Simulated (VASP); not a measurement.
# VASP 6.6.1 run: CdS

INCAR

```
NSW = 0
LCHARG = .FALSE.
SIGMA = 0.02
LREAL = .FALSE.
ISIF = 2
EDIFF = 1E-9
NBANDS = 16
PREC = Accurate
ENCUT = 520
ISMEAR = -1
NELM = 120
LWAVE = .FALSE.
IBRION = -1
LASPH = .TRUE.
GGA = PE
```

KPOINTS

```
KPOINTS created by Atomic Simulation Environment
0
Gamma
8 8 8
0 0 0
```

POSCAR

```
Cd S
 1.0000000000000000
    -0.0430830694000000    2.7267765441999998    2.7267765441999998
     2.7267765441999998   -0.0430830694000000    2.7267765441999998
     2.6836934748000001    2.6836934748000001    0.0000000000000000
 Cd  S
   1   1
Cartesian
  0.0000000000000000  0.0000000000000000  0.0000000000000000
  2.6836934748000001  2.6836934748000001  2.7267765441999998
```

The recommended PBE PAW datasets give the neutral cell 18 valence electrons.

Command

```
mpirun -np 1 vasp_std
```

OSZICAR

```
N       E                     dE             d eps       ncg     rms          rms(c)
DAV:   1     0.106861122959E+03    0.10686E+03   -0.93989E+03  3128   0.107E+03
DAV:   2    -0.274100531396E+01   -0.10960E+03   -0.10233E+03  3728   0.256E+02
DAV:   3    -0.642340922909E+01   -0.36824E+01   -0.36765E+01  3776   0.490E+01
DAV:   4    -0.644018577533E+01   -0.16777E-01   -0.16775E-01  3760   0.328E+00
DAV:   5    -0.644034543969E+01   -0.15966E-03   -0.15966E-03  3784   0.310E-01    0.765E+00
DAV:   6    -0.589108451686E+01    0.54926E+00   -0.85352E-01  4104   0.116E+01    0.639E+00
DAV:   7    -0.586548944343E+01    0.25595E-01   -0.17052E-01  3864   0.297E+00    0.330E+00
DAV:   8    -0.586465207743E+01    0.83737E-03   -0.18253E-02  3632   0.168E+00    0.307E-01
DAV:   9    -0.586446296443E+01    0.18911E-03   -0.15336E-03  3840   0.564E-01    0.635E-02
DAV:  10    -0.586450833006E+01   -0.45366E-04   -0.18353E-04  3808   0.140E-01    0.544E-02
DAV:  11    -0.586453362803E+01   -0.25298E-04   -0.41575E-05  3784   0.676E-02    0.177E-02
DAV:  12    -0.586452984049E+01    0.37875E-05   -0.12182E-05  3952   0.438E-02    0.957E-03
DAV:  13    -0.586453016192E+01   -0.32143E-06   -0.14118E-06  3288   0.790E-03    0.132E-02
DAV:  14    -0.586452993957E+01    0.22235E-06   -0.23333E-07  3776   0.261E-03    0.225E-03
DAV:  15    -0.586452993030E+01    0.92675E-08   -0.49633E-09  3688   0.512E-04    0.110E-03
DAV:  16    -0.586452990799E+01    0.22306E-07   -0.48186E-09  3992   0.600E-04    0.266E-04
DAV:  17    -0.586452990547E+01    0.25289E-08   -0.50057E-10  1824   0.155E-04    0.355E-05
DAV:  18    -0.586452990686E+01   -0.13961E-08   -0.45253E-11  1872   0.755E-05    0.137E-05
DAV:  19    -0.586452990741E+01   -0.54729E-09   -0.66165E-12  1704   0.184E-05
   1 F= -.58645299E+01 E0= -.58645141E+01  d E =-.316732E-04
```

From OUTCAR

```
k-points           NKPTS =     95   k-points in BZ     NKDIM =     95   number of bands    NBANDS=     16

   NELECT =      18.0000    total number of electrons

   dimension x,y,z NGX =    30 NGY =   30 NGZ =   28
   dimension x,y,z NGXF=    60 NGYF=   60 NGZF=   56

  energy-cutoff  :      520.00
  volume of cell :       40.54
      direct lattice vectors                 reciprocal lattice vectors
    -0.043083069  2.726776544  2.726776544    -0.180514564  0.180514564  0.183366694
     2.726776544 -0.043083069  2.726776544     0.180514564 -0.180514564  0.183366694
     2.683693475  2.683693475  0.000000000     0.186310398  0.186310398 -0.183366694

 k-points in reciprocal lattice and weights: KPOINTS created by Atomic Simulation Env
   0.00000000  0.00000000  0.00000000       0.002
   0.12500000  0.00000000  0.00000000       0.008
   0.25000000  0.00000000  0.00000000       0.008
   0.37500000  0.00000000  0.00000000       0.008
   0.50000000  0.00000000  0.00000000       0.004
   0.12500000  0.12500000  0.00000000       0.004
   0.25000000  0.12500000  0.00000000       0.008
   0.37500000  0.12500000  0.00000000       0.008
   ...

 E-fermi :   3.1621

 k-point     1 :       0.0000    0.0000    0.0000
  band No.  band energies     occupation
      1      -9.8609      2.00000
      2      -4.6523      2.00000
      3      -4.6426      2.00000
      4      -4.6320      2.00000
      5      -4.6228      2.00000
      6      -4.6158      2.00000
      7       2.1221      2.00000
      8       2.2407      2.00000
      9       2.3717      2.00000
     10       3.9549      0.00000
     11      12.0200      0.00000
     12      12.2449      0.00000
     13      12.4682      0.00000
     14      14.2185      0.00000
     15      14.4632      0.00000
     16      14.5874      0.00000

 k-point     2 :       0.1250    0.0000    0.0000
  band No.  band energies     occupation
      1      -9.7278      2.00000
      2      -4.6955      2.00000
      3      -4.6751      2.00000
      4      -4.6543      2.00000
      5      -4.5969      2.00000
      6      -4.5950      2.00000
      7       1.0202      2.00000
      8       2.3096      2.00000
      9       2.4630      2.00000
     10       5.0907      0.00000
     11      10.9415      0.00000
     12      11.8826      0.00000
     13      12.0961      0.00000
     14      13.2826      0.00000
     15      13.4697      0.00000
     16      14.2749      0.00000

 k-point     3 :       0.2500    0.0000    0.0000
  band No.  band energies     occupation
      1      -9.3706      2.00000
      2      -4.8072      2.00000
      3      -4.7786      2.00000
      4      -4.7106      2.00000
      5      -4.5306      2.00000
      6      -4.5239      2.00000
      7      -0.4805      2.00000
      8       2.5799      2.00000
      9       2.6944      2.00000
     10       6.3886      0.00000
     11       9.8200      0.00000
     12      10.5065      0.00000
     13      10.6571      0.00000
     14      13.7512      0.00000
     15      14.0603      0.00000
     16      14.0605      0.00000

 ...

  Total        0.5524523      0.5524523      0.5386896      0.2651026      0.0000000      0.0000000
  in kB       21.8340937     21.8340937     21.2901622     10.4774187      0.0000000      0.0000000
  external PRESSURE =      21.6527832 kB  Pullay stress =       0.0000000 kB

 POSITION                                       TOTAL-FORCE (eV/Angst)
 -----------------------------------------------------------------------------------
      0.00000      0.00000      0.00000         0.000000     -0.000000      0.000000
      2.68369      2.68369      2.72678        -0.000000      0.000000     -0.000000
 -----------------------------------------------------------------------------------
    total drift:                               -0.000000      0.000000      0.000000

  FREE ENERGIE OF THE ION-ELECTRON SYSTEM (eV)
  ---------------------------------------------------
  free  energy   TOTEN  =        -5.8645299074 eV

  energy  without entropy=       -5.8644982342  energy(sigma->0) =       -5.86451407
```

It converged. Results: gap between bands v and c on the k mesh 0.18 eV; least direct gap on the k mesh 1.58 eV; pressure 2.2 GPa. Band v is the last that the valence electrons fill when counted band by band, and c is the next.

For comparison, a separate PBE run of the intended cell, on usual settings and not on those above, gives a gap of 0.18 eV on its mesh and a pressure of 2.2 GPa.

The run above took about 34 s on one core of a shared host (Intel Xeon 6975P-C) and held 0.2 GiB at most.
